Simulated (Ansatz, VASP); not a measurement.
**WS2 in VASP and in Ansatz**

```
W S
1.0
     2.59173    0.00000    0.00000
     0.00000    2.59173    0.00000
     0.00000    0.00000    9.23417
W S
1 2
Direct
  0.50000 0.50000 0.50000
  0.50000 0.50000 0.76566
  0.50000 0.50000 0.23434
```

Alike in both runs: functional PBE; k mesh 18 × 18 × 6; occupations gaussian, width 0.1 eV; no spin polarisation.

Ansatz relaxed the structure, and its values are those at the end. VASP's run is a single point on that final structure, the one shown.

|  | VASP | Ansatz |
| --- | --- | --- |
| version | VASP 6.6.1 | Ansatz 0.2.0 |
| potentials or method | VASP PAW PBE potentials, release 64 (W_sv, S) | scalar-relativistic, plane waves, PAW |
| plane-wave cutoff (eV) | 520 | 420 |
| valence electrons in the cell | 26 | 26 |

Ansatz gave:

| Property | Result |
| --- | --- |
| gap on the k mesh at the Fermi level (eV) | none |
| pressure (GPa) | 0.0 |

Which values does VASP return?

gap on the k mesh at the Fermi level (eV): none; pressure (GPa): 0.1.

A gap of «none» marks a metal or a gap that the smearing closes. The functional is the same, so the differences come from potentials, cutoffs and numerics.

Caveats: this functional lacks dispersion, which binds the layers, so the pressure and a relaxed spacing across them are unreliable. Spin-orbit coupling is left out, which matters for the levels of W.
